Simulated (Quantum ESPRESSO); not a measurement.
# AlN (F-43m) in Quantum ESPRESSO: notebook

The runs below take AlN through single point, with PBE.

All numbers are computed with Quantum ESPRESSO 7.5; they aren't measurements. Logs are shortened: lines on timing, memory, paths and dates and some standing lists are left out, and cuts for length are marked.

## (1) The crystal as given

The structure is cubic, space group F-43m (No. 216). The conventional cell has a = 4.368 Å, b = 4.368 Å, c = 4.368 Å, α = 90.00°, β = 90.00°, γ = 90.00°. Around Al (site symmetry -43m) lie 4 N at 1.89 Å. N (site symmetry -43m) is surrounded by 4 Al at 1.89 Å.

Measurements of this composition are mostly on another form, of space group No. 186.

## (2) Single point, PBE

pw.in reads:

```
&CONTROL
  calculation = 'scf'
  prefix = 'pwscf'
  outdir = './tmp'
  pseudo_dir = './pseudo'
  tprnfor = .true.
  tstress = .true.
  disk_io = 'nowf'
/
&SYSTEM
  ibrav = 0
  nat = 2
  ntyp = 2
  ecutwfc = 75
  nbnd = 14
  occupations = 'smearing'
  smearing = 'fd'
  degauss = 0.00367493
/
&ELECTRONS
  conv_thr = 4d-10
  electron_maxstep = 120
  mixing_beta = 0.5
/
ATOMIC_SPECIES
Al    26.9815 Al_ONCV_PBE-1.2.upf
N     14.0070 N_ONCV_PBE-1.2.upf
CELL_PARAMETERS angstrom
   0.0000000000    2.1839935596    2.1839935596
   2.1839935596    0.0000000000    2.1839935596
   2.1839935596    2.1839935596    0.0000000000
ATOMIC_POSITIONS crystal
Al     0.0000000000    0.0000000000    0.0000000000
N      0.2500000000    0.2500000000    0.2500000000
K_POINTS automatic
6 6 6 0 0 0
```

Potentials or basis: SG15 PBE 1.2.

Started as:

```
> OMP_NUM_THREADS=1 mpirun -n 2 pw.x -nk 2 -in pw.in > pw.out
```

pw.out:

```text
This program is part of the open-source Quantum ESPRESSO suite
     for quantum simulation of materials; please cite
[... 6 lines left out ...]
     using ibrav=0 with symmetry is DISCOURAGED, use correct ibrav instead

     K-points division:     npool     =       2
     Subspace diagonalization in iterative solution of the eigenvalue problem:
     a serial algorithm will be used

     G-vector sticks info
     --------------------
     sticks:   dense  smooth     PW     G-vecs:    dense   smooth      PW
     Sum         703     703    211                12339    12339    2085

     Using Slab Decomposition

     bravais-lattice index     =            0
     lattice parameter (alat)  =       5.8367  a.u.
     unit-cell volume          =     140.5985 (a.u.)^3
     number of atoms/cell      =            2
     number of atomic types    =            2
     number of electrons       =        16.00
     number of Kohn-Sham states=           14
     kinetic-energy cutoff     =      75.0000  Ry
     charge density cutoff     =     300.0000  Ry
     scf convergence threshold =      4.0E-10
     mixing beta               =       0.5000
     number of iterations used =            8  plain     mixing
     Exchange-correlation= PBE
                           (   1   4   3   4   0   0   0)

     celldm(1)=   5.836671  celldm(2)=   0.000000  celldm(3)=   0.000000
     celldm(4)=   0.000000  celldm(5)=   0.000000  celldm(6)=   0.000000

     crystal axes: (cart. coord. in units of alat)
               a(1) = (   0.000000   0.707107   0.707107 )
               a(2) = (   0.707107   0.000000   0.707107 )
               a(3) = (   0.707107   0.707107   0.000000 )

     reciprocal axes: (cart. coord. in units 2 pi/alat)
               b(1) = ( -0.707107  0.707107  0.707107 )
               b(2) = (  0.707107 -0.707107  0.707107 )
               b(3) = (  0.707107  0.707107 -0.707107 )

     PseudoPot. # 1 for Al read from file:
     Al_ONCV_PBE-1.2.upf
     Pseudo is Norm-conserving, Zval = 11.0
     Generated using ONCVPSP code by D. R. Hamann
     Using radial grid of  602 points,  4 beta functions with:
                l(1) =   0
                l(2) =   0
                l(3) =   1
                l(4) =   1

     PseudoPot. # 2 for N  read from file:
     N_ONCV_PBE-1.2.upf
     Pseudo is Norm-conserving, Zval =  5.0
     Generated using ONCVPSP code by D. R. Hamann
     Using radial grid of  602 points,  4 beta functions with:
                l(1) =   0
                l(2) =   0
                l(3) =   1
                l(4) =   1

     atomic species   valence    mass     pseudopotential
     Al               11.00    26.98150     Al( 1.00)
     N                 5.00    14.00700     N ( 1.00)

     24 Sym. Ops. (no inversion) found

   Cartesian axes

     site n.     atom                  positions (alat units)
         1        Al     tau(   1) = (   0.0000000   0.0000000   0.0000000  )
         2        N      tau(   2) = (   0.3535534   0.3535534   0.3535534  )

     number of k points=    16  Fermi-Dirac smearing, width (Ry)=  0.0037
                       cart. coord. in units 2pi/alat
        k(    1) = (   0.0000000   0.0000000   0.0000000), wk =   0.0092593
        k(    2) = (   0.1178511   0.1178511  -0.1178511), wk =   0.0740741
        k(    3) = (   0.2357023   0.2357023  -0.2357023), wk =   0.0740741
        k(    4) = (  -0.3535534  -0.3535534   0.3535534), wk =   0.0370370
        k(    5) = (   0.2357023   0.0000000  -0.0000000), wk =   0.0555556
        k(    6) = (   0.3535534   0.1178511  -0.1178511), wk =   0.2222222
        k(    7) = (  -0.2357023  -0.4714045   0.4714045), wk =   0.2222222
        k(    8) = (  -0.1178511  -0.3535534   0.3535534), wk =   0.2222222
        k(    9) = (   0.0000000  -0.2357023   0.2357023), wk =   0.1111111
        k(   10) = (   0.4714045   0.0000000  -0.0000000), wk =   0.0555556
        k(   11) = (  -0.1178511  -0.5892557   0.5892557), wk =   0.2222222
        k(   12) = (  -0.0000000  -0.4714045   0.4714045), wk =   0.1111111
        k(   13) = (  -0.7071068   0.0000000   0.0000000), wk =   0.0277778
        k(   14) = (  -0.2357023  -0.4714045   0.7071068), wk =   0.2222222
        k(   15) = (  -0.1178511  -0.3535534   0.5892557), wk =   0.2222222
        k(   16) = (  -0.7071068   0.2357023   0.0000000), wk =   0.1111111

     Dense  grid:    12339 G-vectors     FFT dimensions: (  36,  36,  36)

     Initial potential from superposition of free atoms

     starting charge      15.9159, renormalised to      16.0000
     Starting wfcs are random

     Self-consistent Calculation

     iteration #  1     ecut=    75.00 Ry     beta= 0.50
     Davidson diagonalization with overlap
     ethr =  1.00E-02,  avg # of iterations =  8.4

     total energy              =    -158.34988342 Ry
     estimated scf accuracy    <       0.58235362 Ry

     iteration #  2     ecut=    75.00 Ry     beta= 0.50
     Davidson diagonalization with overlap
     ethr =  3.64E-03,  avg # of iterations =  1.9

     total energy              =    -158.50765543 Ry
     estimated scf accuracy    <       0.06432204 Ry

     iteration #  3     ecut=    75.00 Ry     beta= 0.50
     Davidson diagonalization with overlap
     ethr =  4.02E-04,  avg # of iterations =  1.7

     total energy              =    -158.51763230 Ry
     estimated scf accuracy    <       0.00377990 Ry

     iteration #  4     ecut=    75.00 Ry     beta= 0.50
     Davidson diagonalization with overlap
     ethr =  2.36E-05,  avg # of iterations =  3.0

     total energy              =    -158.51781610 Ry
     estimated scf accuracy    <       0.00019889 Ry

     iteration #  5     ecut=    75.00 Ry     beta= 0.50
     Davidson diagonalization with overlap
     ethr =  1.24E-06,  avg # of iterations =  3.1

     total energy              =    -158.51785301 Ry
     estimated scf accuracy    <       0.00000232 Ry

     iteration #  6     ecut=    75.00 Ry     beta= 0.50
     Davidson diagonalization with overlap
     ethr =  1.45E-08,  avg # of iterations =  2.0

     total energy              =    -158.51785337 Ry
     estimated scf accuracy    <       0.00000057 Ry

     iteration #  7     ecut=    75.00 Ry     beta= 0.50
     Davidson diagonalization with overlap
     ethr =  3.54E-09,  avg # of iterations =  1.6

     total energy              =    -158.51785344 Ry
     estimated scf accuracy    <       0.00000001 Ry

     iteration #  8     ecut=    75.00 Ry     beta= 0.50
     Davidson diagonalization with overlap
     ethr =  6.77E-11,  avg # of iterations =  2.0

     End of self-consistent calculation

          k = 0.0000 0.0000 0.0000 (  1471 PWs)   bands (ev):

   -91.0527 -52.5799 -52.5799 -52.5799  -5.6174   9.3452   9.3452   9.3452
    13.5450  21.9285  21.9285  21.9285  27.2253  27.2254

          k = 0.1179 0.1179-0.1179 (  1531 PWs)   bands (ev):

   -91.0527 -52.5825 -52.5803 -52.5803  -5.2179   7.4941   9.2106   9.2106
    14.9578  21.0080  22.0968  22.0968  25.3567  25.3567

          k = 0.2357 0.2357-0.2357 (  1540 PWs)   bands (ev):

   -91.0522 -52.5877 -52.5811 -52.5811  -4.2265   4.7939   8.9684   8.9684
    16.3585  19.7414  21.1196  21.1196  26.7242  26.9795

          k =-0.3536-0.3536 0.3536 (  1538 PWs)   bands (ev):

   -91.0520 -52.5903 -52.5816 -52.5816  -3.5573   3.4837   8.8583   8.8583
    16.7444  19.1953  20.5352  20.5352  27.3409  29.5385

          k = 0.2357 0.0000-0.0000 (  1519 PWs)   bands (ev):

   -91.0525 -52.5824 -52.5809 -52.5809  -5.0861   7.6236   8.8231   8.8231
    15.2326  20.5306  22.0458  22.6499  22.6499  28.0678

          k = 0.3536 0.1179-0.1179 (  1539 PWs)   bands (ev):

   -91.0522 -52.5863 -52.5819 -52.5818  -4.2865   5.6726   8.3971   8.4756
    15.9652  19.6703  20.6211  22.5702  24.2127  28.7891

          k =-0.2357-0.4714 0.4714 (  1547 PWs)   bands (ev):

   -91.0519 -52.5893 -52.5831 -52.5822  -3.4328   4.0420   7.7678   8.4792
    16.5382  18.5290  21.4607  21.6619  26.1404  29.7970

          k =-0.1179-0.3536 0.3536 (  1543 PWs)   bands (ev):

   -91.0520 -52.5885 -52.5834 -52.5816  -3.6592   4.4378   7.5177   8.8256
    17.3404  18.2046  21.2673  21.4336  26.3955  28.0733

          k = 0.0000-0.2357 0.2357 (  1530 PWs)   bands (ev):

   -91.0523 -52.5850 -52.5820 -52.5806  -4.6139   6.1982   8.1352   9.2084
    16.3019  20.1914  20.8182  22.0949  23.9428  27.0228

          k = 0.4714 0.0000-0.0000 (  1544 PWs)   bands (ev):

   -91.0520 -52.5875 -52.5830 -52.5830  -3.7824   5.4550   7.9410   7.9410
    14.1703  18.7761  21.6729  24.1656  24.1656  30.5558

          k =-0.1179-0.5893 0.5893 (  1553 PWs)   bands (ev):

   -91.0518 -52.5889 -52.5846 -52.5834  -3.1182   4.7923   6.8090   7.8372
    14.0488  19.0287  22.1859  23.9542  24.7136  31.1267

          k =-0.0000-0.4714 0.4714 (  1550 PWs)   bands (ev):

   -91.0518 -52.5876 -52.5866 -52.5827  -3.0574   5.0519   5.6524   8.2361
    15.4255  19.5134  21.9100  22.8125  25.4596  27.9501

          k =-0.7071 0.0000 0.0000 (  1572 PWs)   bands (ev):

   -91.0517 -52.5900 -52.5840 -52.5840  -2.9181   4.4380   7.5580   7.5580
    12.6816  18.0160  23.2655  25.0778  25.0778  32.9919

          k =-0.2357-0.4714 0.7071 (  1536 PWs)   bands (ev):

   -91.0519 -52.5878 -52.5843 -52.5825  -3.5214   5.0283   7.0208   8.1187
    15.7910  19.8273  20.2547  22.8572  25.1359  29.4213

          k =-0.1179-0.3536 0.5893 (  1544 PWs)   bands (ev):

   -91.0518 -52.5883 -52.5855 -52.5831  -3.0567   4.7133   6.4071   7.6882
    15.8573  19.4414  21.4164  22.4609  26.2294  28.0555

          k =-0.7071 0.2357 0.0000 (  1544 PWs)   bands (ev):

   -91.0517 -52.5886 -52.5854 -52.5840  -2.8760   5.0267   6.5579   6.8323
    14.6132  19.7049  22.3446  22.3569  25.9328  29.7063

     the Fermi energy is    11.0229 ev

!    total energy              =    -158.51785344 Ry
     estimated scf accuracy    <          2.1E-10 Ry
     smearing contrib. (-TS)   =      -0.00000000 Ry
     internal energy E=F+TS    =    -158.51785344 Ry

     The total energy is F=E-TS. E is the sum of the following terms:
     one-electron contribution =     -84.75879850 Ry
     hartree contribution      =      39.00523320 Ry
     xc contribution           =     -20.98147467 Ry
     ewald contribution        =     -91.78281347 Ry

     convergence has been achieved in   8 iterations

     Forces acting on atoms (cartesian axes, Ry/au):

     atom    1 type  1   force =     0.00000000    0.00000000   -0.00000000
     atom    2 type  2   force =    -0.00000000    0.00000000   -0.00000000

     Total force =     0.000000     Total SCF correction =     0.000000

     Computing stress (Cartesian axis) and pressure

          total   stress  (Ry/bohr**3)                   (kbar)     P=       38.80
   0.00026376  -0.00000000  -0.00000000           38.80       -0.00       -0.00
  -0.00000000   0.00026376   0.00000000           -0.00       38.80        0.00
  -0.00000000   0.00000000   0.00026376           -0.00        0.00       38.80

=------------------------------------------------------------------------------=
   JOB DONE.
=------------------------------------------------------------------------------=
```

It took 3.6 s on 2 MPI ranks of Arm Neoverse V1, shared host; peak memory 0.1 GiB.

What came out:

* Free energy: -2156.7453 eV
* Band gap on the k mesh: 3.34 eV, indirect (least direct gap 4.20 eV)

Caveat: the cutoff is too short for stress, so the log's stress isn't used. PBE gaps usually lie below the measured ones, often by a third to a half.

## (3) Single point, PBE

Edit pw.in of step 2 so:

```diff
@@ -35,2 +35,2 @@
 K_POINTS automatic
-6 6 6 0 0 0
+8 8 8 0 0 0
```

Potentials or basis: SG15 PBE 1.2.

Started as:

```
> OMP_NUM_THREADS=1 mpirun -n 2 pw.x -nk 2 -in pw.in > pw.out
```

pw.out:

```text
This program is part of the open-source Quantum ESPRESSO suite
     for quantum simulation of materials; please cite
[... 6 lines left out ...]
     using ibrav=0 with symmetry is DISCOURAGED, use correct ibrav instead

     K-points division:     npool     =       2
     Subspace diagonalization in iterative solution of the eigenvalue problem:
     a serial algorithm will be used

     G-vector sticks info
     --------------------
     sticks:   dense  smooth     PW     G-vecs:    dense   smooth      PW
     Sum         703     703    211                12339    12339    2109

     Using Slab Decomposition

     bravais-lattice index     =            0
     lattice parameter (alat)  =       5.8367  a.u.
     unit-cell volume          =     140.5985 (a.u.)^3
     number of atoms/cell      =            2
     number of atomic types    =            2
     number of electrons       =        16.00
     number of Kohn-Sham states=           14
     kinetic-energy cutoff     =      75.0000  Ry
     charge density cutoff     =     300.0000  Ry
     scf convergence threshold =      4.0E-10
     mixing beta               =       0.5000
     number of iterations used =            8  plain     mixing
     Exchange-correlation= PBE
                           (   1   4   3   4   0   0   0)

     celldm(1)=   5.836671  celldm(2)=   0.000000  celldm(3)=   0.000000
[... 86 lines left out ...]
     Davidson diagonalization with overlap
     ethr =  1.00E-02,  avg # of iterations =  8.1

     total energy              =    -158.35011500 Ry
     estimated scf accuracy    <       0.58208800 Ry
[... 43 lines left out ...]
     iteration #  8     ecut=    75.00 Ry     beta= 0.50
     Davidson diagonalization with overlap
     ethr =  8.79E-11,  avg # of iterations =  2.0

     End of self-consistent calculation

          k = 0.0000 0.0000 0.0000 (  1471 PWs)   bands (ev):

   -91.0524 -52.5796 -52.5796 -52.5796  -5.6191   9.3431   9.3431   9.3431
    13.5437  21.9282  21.9282  21.9282  27.2250  27.2251
[... 93 lines left out ...]
   -91.0514 -52.5882 -52.5858 -52.5830  -2.9382   5.0829   5.7027   7.9612
    14.5297  19.4861  22.4034  23.5421  24.5974  29.4333

          k =-0.7071 0.0000 0.0000 (  1572 PWs)   bands (ev):

   -91.0514 -52.5898 -52.5838 -52.5838  -2.9202   4.4367   7.5563   7.5563
    12.6812  18.0157  23.2637  25.0768  25.0768  32.9912

          k = 0.3536 0.1768 0.0000 (  1548 PWs)   bands (ev):
[... 26 lines left out ...]
   -91.0515 -52.5875 -52.5859 -52.5827  -3.1056   4.9846   6.0519   7.8620
    15.8979  19.5554  21.2189  22.5471  26.3109  27.6386

          k =-0.7071 0.1768-0.0000 (  1546 PWs)   bands (ev):

   -91.0514 -52.5890 -52.5846 -52.5838  -2.8923   4.7745   6.9369   7.0436
    13.9278  19.0490  22.7484  23.2583  25.5616  30.8221

          k =-0.7071 0.3536 0.0000 (  1564 PWs)   bands (ev):

   -91.0514 -52.5874 -52.5862 -52.5838  -2.8639   5.5542   5.9042   6.6374
    15.4111  20.8108  21.3390  21.5144  26.6138  28.3626

     the Fermi energy is    11.0225 ev

!    total energy              =    -158.51797926 Ry
     estimated scf accuracy    <          2.2E-10 Ry
     smearing contrib. (-TS)   =      -0.00000000 Ry
     internal energy E=F+TS    =    -158.51797926 Ry

     The total energy is F=E-TS. E is the sum of the following terms:
     one-electron contribution =     -84.75826250 Ry
     hartree contribution      =      39.00430418 Ry
     xc contribution           =     -20.98120747 Ry
     ewald contribution        =     -91.78281347 Ry

     convergence has been achieved in   8 iterations

     Forces acting on atoms (cartesian axes, Ry/au):

     atom    1 type  1   force =     0.00000000    0.00000000    0.00000000
     atom    2 type  2   force =     0.00000000    0.00000000    0.00000000

     Total force =     0.000000     Total SCF correction =     0.000000

     Computing stress (Cartesian axis) and pressure

          total   stress  (Ry/bohr**3)                   (kbar)     P=       38.85
   0.00026409  -0.00000000  -0.00000000           38.85       -0.00       -0.00
  -0.00000000   0.00026409  -0.00000000           -0.00       38.85       -0.00
  -0.00000000  -0.00000000   0.00026409           -0.00       -0.00       38.85

=------------------------------------------------------------------------------=
   JOB DONE.
=------------------------------------------------------------------------------=
```

Wall time 6.2 s (2 MPI ranks of Arm Neoverse V1, shared host); peak memory 0.1 GiB.

Results:

```
Free energy            : -2156.7470 eV
Band gap on the k mesh : 3.34 eV, indirect (least direct gap 4.20 eV)
```

Caveat: the cutoff is too short for stress, so the log's stress isn't used.
